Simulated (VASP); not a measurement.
# KCl (Fm-3m) in VASP: further runs

KCl is run at these levels: r2SCAN; tasks: single point.

All numbers are computed with VASP 6.6.1; they aren't measurements. Logs are shortened: lines on timing, memory, paths and dates and some standing lists are left out, and cuts for length are marked.

**The experiment to reproduce.**

From a printed reference work, monograph, for a bulk crystal of KCl: band gap 8.68 eV.

The runs below are set against these values where they give the same quantity.

## (1) The cell of the first run

The structure is cubic, space group Fm-3m (No. 225). Conventional cell: a = 6.293 Å, b = 6.293 Å, c = 6.293 Å, α = 90.00°, β = 90.00°, γ = 90.00°. Within 4.1 Å of K (site symmetry m-3m) lie 6 Cl at 3.15 Å. Within 4.1 Å of Cl (site symmetry m-3m) lie 6 K at 3.15 Å.

## (2) Single point, r2SCAN

Contents of POSCAR:

```
KCl
1.0
    0.0000000000      3.1464700000      3.1464700000
    3.1464700000      0.0000000000      3.1464700000
    3.1464700000      3.1464700000      0.0000000000
K Cl
1 1
Direct
    0.0000000000      0.0000000000      0.0000000000
    0.5000000000      0.5000000000      0.5000000000
```

Contents of INCAR.step1:

```
SYSTEM = KCl
PREC     = Accurate       ! precision mode
ENCUT    = 520            ! plane-wave cutoff, eV
ISMEAR   = 0              ! smearing method
SIGMA    = 0.02           ! smearing width, eV
LREAL    = .FALSE.        ! projectors in reciprocal space
LASPH    = .TRUE.         ! aspherical terms in the spheres
NELM     = 60             ! most SCF steps
NBANDS   = 15             ! bands
GGA      = PE             ! functional
ALGO     = Normal         ! electronic algorithm
EDIFF    = 1E-4           ! SCF threshold, eV
LWAVE    = .TRUE.         ! write WAVECAR
LCHARG   = .FALSE.        ! write CHGCAR
```

Contents of INCAR.step2:

```
SYSTEM = KCl
PREC     = Accurate       ! precision mode
ENCUT    = 520            ! plane-wave cutoff, eV
EDIFF    = 1E-7           ! SCF threshold, eV
ISMEAR   = 0              ! smearing method
SIGMA    = 0.02           ! smearing width, eV
LREAL    = .FALSE.        ! projectors in reciprocal space
LASPH    = .TRUE.         ! aspherical terms in the spheres
NELM     = 60             ! most SCF steps
ALGO     = Normal         ! electronic algorithm
ISIF     = 2              ! what is computed and relaxed
LWAVE    = .FALSE.        ! write WAVECAR
LCHARG   = .FALSE.        ! write CHGCAR
METAGGA  = R2SCAN         ! meta-GGA
LMIXTAU  = .TRUE.       
NBANDS   = 15             ! bands
ISTART   = 1
```

Contents of KPOINTS:

```
regular mesh
0
G
  6 6 6
  0 0 0
```

Potentials or basis: VASP PAW PBE potentials, release 64 (K_sv, Cl).

Started as:

```bash
$ cat potpaw_PBE.64/K_sv/POTCAR potpaw_PBE.64/Cl/POTCAR > POTCAR
$ cp INCAR.step1 INCAR
$ mpirun -np 1 vasp_std > vasp.out
$ cp INCAR.step2 INCAR
$ mpirun -np 1 vasp_std > vasp.out
```

OUTCAR:

```text
SYSTEM = KCl
   PREC = Accurate
   ENCUT = 520
   EDIFF = 1E-7
   ISMEAR = 0
   LREAL = .FALSE.
   LASPH = .TRUE.
   NELM = 60
   ISIF = 2
   METAGGA = R2SCAN
   ISTART = 1

 ion  position               nearest neighbor table
   1  0.000  0.000  0.000-   2 3.15   2 3.15   2 3.15   2 3.15   2 3.15   2 3.15
   2  0.500  0.500  0.500-   1 3.15   1 3.15   1 3.15   1 3.15   1 3.15   1 3.15

  LATTYP: Found a face centered cubic cell.
 ALAT       =     6.2929400000

  Lattice vectors:

 A1 = (   0.0000000000,   3.1464700000,   3.1464700000)
 A2 = (   3.1464700000,   0.0000000000,   3.1464700000)
 A3 = (   3.1464700000,   3.1464700000,   0.0000000000)

Analysis of symmetry for initial positions (statically):
=====================================================================
 Subroutine PRICEL returns:
 Original cell was already a primitive cell.

 Routine SETGRP: Setting up the symmetry group for a
 face centered cubic supercell.

 Subroutine GETGRP returns: Found 48 space group operations
 (whereof 48 operations were pure point group operations)
 out of a pool of 48 trial point group operations.

The static configuration has the point symmetry O_h .

Analysis of symmetry for dynamics (positions and initial velocities):
=====================================================================
 Subroutine PRICEL returns:
 Original cell was already a primitive cell.

 Routine SETGRP: Setting up the symmetry group for a
 face centered cubic supercell.

 Subroutine GETGRP returns: Found 48 space group operations
 (whereof 48 operations were pure point group operations)
 out of a pool of 48 trial point group operations.

The dynamic configuration has the point symmetry O_h .

 Subroutine INISYM returns: Found 48 space group operations
 (whereof 48 operations are pure point group operations),
 and found     1 'primitive' translations

----------------------------------------------------------------------------------------

                                     Primitive cell

  volume of cell :      62.3018

  direct lattice vectors                    reciprocal lattice vectors
     0.000000000  3.146470000  3.146470000    -0.158908237  0.158908237  0.158908237
     3.146470000  0.000000000  3.146470000     0.158908237 -0.158908237  0.158908237
     3.146470000  3.146470000  0.000000000     0.158908237  0.158908237 -0.158908237

  length of vectors
     4.449780548  4.449780548  4.449780548     0.275237140  0.275237140  0.275237140

  position of ions in fractional coordinates (direct lattice)
     0.000000000  0.000000000  0.000000000
     0.500000000  0.500000000  0.500000000

  ion indices of the primitive-cell ions
   primitive index   ion index
                 1           1
                 2           2

----------------------------------------------------------------------------------------

 KPOINTS: regular mesh

Automatic generation of k-mesh.
 Grid dimensions read from file:
 generate k-points for:    6    6    6

 Generating k-lattice:

  Cartesian coordinates                     Fractional coordinates (reciprocal lattice)
    -0.026484706  0.026484706  0.026484706     0.166666667  0.000000000  0.000000000
     0.026484706 -0.026484706  0.026484706     0.000000000  0.166666667  0.000000000
     0.026484706  0.026484706 -0.026484706     0.000000000  0.000000000  0.166666667

  Length of vectors
     0.045872857  0.045872857  0.045872857

  Shift w.r.t. Gamma in fractional coordinates (k-lattice)
     0.000000000  0.000000000  0.000000000

 Subroutine IBZKPT returns following result:
 ===========================================

 Found     16 irreducible k-points:

 Following reciprocal coordinates:
            Coordinates               Weight
  0.000000  0.000000  0.000000      1.000000
  0.166667  0.000000  0.000000      8.000000
  0.333333  0.000000  0.000000      8.000000
  0.500000  0.000000  0.000000      4.000000
  0.166667  0.166667  0.000000      6.000000
  0.333333  0.166667  0.000000     24.000000
[... 8 lines left out ...]
 -0.333333  0.333333  0.166667     24.000000
 -0.333333  0.500000  0.166667     12.000000
   k-points           NKPTS =     16   k-points in BZ     NKDIM =     16   number of bands    NBANDS=     15
   number of dos      NEDOS =    301   number of ions     NIONS =      2
   total plane-waves  NPLWV =  46656
   dimension x,y,z NGX =    36 NGY =   36 NGZ =   36
   dimension x,y,z NGXF=    72 NGYF=   72 NGZF=   72
   ions per type =               1   1
   NGX,Y,Z   is equivalent  to a cutoff of  13.45, 13.45, 13.45 a.u.
   NGXF,Y,Z  is equivalent  to a cutoff of  26.90, 26.90, 26.90 a.u.
 SYSTEM =  KCl
   PREC   = accura    normal or accurate (medium, high low for compatibility)
   ISTART =      1    job   : 0-new  1-cont  2-samecut
   ICHARG =      0    charge: 1-file 2-atom 10-const
   ISPIN  =      1    spin polarized calculation?
   LNONCOLLINEAR =      F non collinear calculations
   LSORBIT =      F    spin-orbit coupling
   LASPH  =      T    aspherical Exc in radial PAW
   ENCUT  =  520.0 eV  38.22 Ry    6.18 a.u.   8.27  8.27  8.27*2*pi/ulx,y,z
   NELM   =     60;   NELMIN=  2; NELMDL=  0     # of ELM steps
   EDIFF  = 0.1E-06   stopping-criterion for ELM
   LREAL  =      F    real-space projection
   EDIFFG = 0.1E-05   stopping-criterion for IOM
   NSW    =      0    number of steps for IOM
   IBRION =     -1    ionic relax: 0-MD 1-quasi-New 2-CG
   NFREE  =      0    steps in history (QN), initial steepest desc. (CG)
   ISIF   =      2    stress and relaxation
   ISYM   =      2    0-nonsym 1-usesym 2-fastsym
   POTIM  = 0.5000    time-step for ionic-motion
   TEBEG  =    0.0;   TEEND  =   0.0 temperature during run
   PSTRESS=    0.0 pullay stress
   NELECT =      16.0000    total number of electrons
   NUPDOWN=      -1.0000    fix difference up-down
   EMIN   =  10.00;   EMAX   =-10.00  energy-range for DOS
   EFERMI =   0.00;   METHOD = LEGACY
   ISMEAR =     0;   SIGMA  =   0.02  broadening in eV -4-tet -1-fermi 0-gaus
   EFERMI_NEDOS =   21; number of points for ismear=-14 and -15
   IALGO  =     38    algorithm
   IMIX   =      4    mixing-type and parameters
     AMIX     =   0.40;   BMIX     =  1.00
     AMIX_MAG =   1.60;   BMIX_MAG =  1.00
  volume/ion in A,a.u.               =      31.15       210.22
  Fermi-wavevector in a.u.,A,eV,Ry     =   1.040594  1.966437 14.732871  1.082835
  Thomas-Fermi vector in A             =   2.175177
   LORBIT       =      0    0 simple, 1 ext, 2 COOP (PROOUT), +10 PAW based schemes
   METAGGA = R2SCAN    functional components
   LHFCALC =     F    Hartree Fock is set to
   AEXX    =    0.0000 exact exchange contribution
   IVDW    =     0    specifies the selected vdW correction
   LEPSILON=     F    determine dielectric tensor
   LRPA    =     F    only Hartree local field effects (RPA)
 non-spin polarized calculation
 Gauss-broadening in eV      SIGMA  =   0.02
  energy-cutoff  :      520.00
  volume of cell :       62.30
 maximum number of plane-waves:      1694
 NGX is ok and might be reduce to    36
   NGX = 17   NGY = 17   NGZ = 17

 number of electron      16.0000001 magnetization

 Free energy of the ion-electron system (eV)
  ---------------------------------------------------
  ext. energy  EPLUGINS =         0.00000000
  ---------------------------------------------------
  free energy    TOTEN  =       -16.50648829 eV

  energy without entropy =      -16.50648829  energy(sigma->0) =      -16.50648829

 E-fermi :  -2.0693     XC(G=0):  -7.9534

 val. band max:       -2.2642116350   @ k =   0.0000   0.0000   0.0000
 cond. band min:       3.5654357870   @ k =   0.0000   0.0000   0.0000
 fundamental gap:      5.8296474220
 Fermi energy:        -2.0693340405

 k-point     1 :       0.0000    0.0000    0.0000
  band No.  band energies     occupation
      1     -30.5329      2.00000
      2     -14.9343      2.00000
      3     -13.2242      2.00000
      4     -13.2242      2.00000
      5     -13.2242      2.00000
      6      -2.2642      2.00000
      7      -2.2642      2.00000
      8      -2.2642      2.00000
      9       3.5654      0.00000
     10       6.7697      0.00000
     11       6.7697      0.00000
     12       6.7697      0.00000
     13       7.8127      0.00000
     14       7.8127      0.00000
     15      11.1066      0.00000

 k-point     2 :       0.1667    0.0000    0.0000
  band No.  band energies     occupation
      1     -30.5303      2.00000
      2     -14.9781      2.00000
      3     -13.2262      2.00000
      4     -13.2262      2.00000
      5     -13.1657      2.00000
      6      -2.5705      2.00000
      7      -2.3485      2.00000
      8      -2.3485      2.00000
      9       4.1999      0.00000
     10       6.5500      0.00000
     11       7.1289      0.00000
     12       7.1289      0.00000
     13       8.1973      0.00000
     14       8.1973      0.00000
     15      12.1344      0.00000

 k-point     3 :       0.3333    0.0000    0.0000
  band No.  band energies     occupation
      1     -30.5251      2.00000
      2     -15.0584      2.00000
      3     -13.2303      2.00000
      4     -13.2303      2.00000
      5     -13.0552      2.00000
      6      -3.0849      2.00000
      7      -2.5088      2.00000
      8      -2.5088      2.00000
      9       5.3982      0.00000
     10       6.6038      0.00000
     11       8.1085      0.00000
     12       8.1085      0.00000
     13       9.1694      0.00000
     14       9.1694      0.00000
     15      11.4919      0.00000
[... 199 lines left out ...]
 k-point    15 :      -0.3333    0.3333    0.1667
  band No.  band energies     occupation
      1     -30.5202      2.00000
      2     -14.9669      2.00000
      3     -13.2988      2.00000
      4     -13.2814      2.00000
      5     -13.1210      2.00000
      6      -2.9737      2.00000
      7      -2.7060      2.00000
      8      -2.6176      2.00000
      9       6.2452      0.00000
     10       6.4986      0.00000
     11       8.4011      0.00000
     12       8.5960      0.00000
     13       9.7420      0.00000
     14      10.4512      0.00000
     15      10.5235      0.00000

 k-point    16 :      -0.3333    0.5000    0.1667
  band No.  band energies     occupation
      1     -30.5195      2.00000
      2     -14.8980      2.00000
      3     -13.3417      2.00000
      4     -13.2996      2.00000
      5     -13.1761      2.00000
      6      -2.8445      2.00000
      7      -2.6826      2.00000
      8      -2.6267      2.00000
      9       5.5158      0.00000
     10       7.2493      0.00000
     11       7.7048      0.00000
     12       8.8110      0.00000
     13       9.5848      0.00000
     14      10.2643      0.00000
     15      10.8567      0.00000

------------------------ aborting loop because EDIFF is reached ----------------------------------------

  FORCE on cell =-STRESS in cart. coord.  units (eV):
  Direction    XX          YY          ZZ          XY          YZ          ZX
  --------------------------------------------------------------------------------------
  -------------------------------------------------------------------------------------
  Total       -0.0102383     -0.0102383     -0.0102383      0.0000000     -0.0000000      0.0000000
  in kB       -0.2632931     -0.2632931     -0.2632931      0.0000000     -0.0000000      0.0000000
  external PRESSURE =      -0.2632931 kB  Pullay stress =       0.0000000 kB

 VOLUME and BASIS-vectors are now :
 -----------------------------------------------------------------------------
  energy-cutoff  :      520.00
  volume of cell :       62.30
      direct lattice vectors                 reciprocal lattice vectors
     0.000000000  3.146470000  3.146470000    -0.158908237  0.158908237  0.158908237
     3.146470000  0.000000000  3.146470000     0.158908237 -0.158908237  0.158908237
     3.146470000  3.146470000  0.000000000     0.158908237  0.158908237 -0.158908237

 POSITION                                       TOTAL-FORCE (eV/Angst)
 -----------------------------------------------------------------------------------
      0.00000      0.00000      0.00000         0.000000      0.000000      0.000000
      3.14647      3.14647      3.14647         0.000000      0.000000      0.000000
 -----------------------------------------------------------------------------------
    total drift:                                0.000000      0.000000      0.000000

  FREE ENERGIE OF THE ION-ELECTRON SYSTEM (eV)
  ---------------------------------------------------
  free  energy   TOTEN  =       -16.5064882887 eV

  energy  without entropy=      -16.5064882887  energy(sigma->0) =      -16.50648829
```

It took 58 s on 1 thread of Intel Xeon 6975P-C (Granite Rapids), shared host; peak memory 0.21 GiB.

Results:

```yaml
Free_energy: -16.5065 eV
Pressure: 0.0 GPa
Band_gap_on_the_k_mesh: 5.83 eV, direct
```

Caveat: the PAW data sets were made with another functional, which shifts forces and pressure a little.

(Part 1 of 2 ends here.)
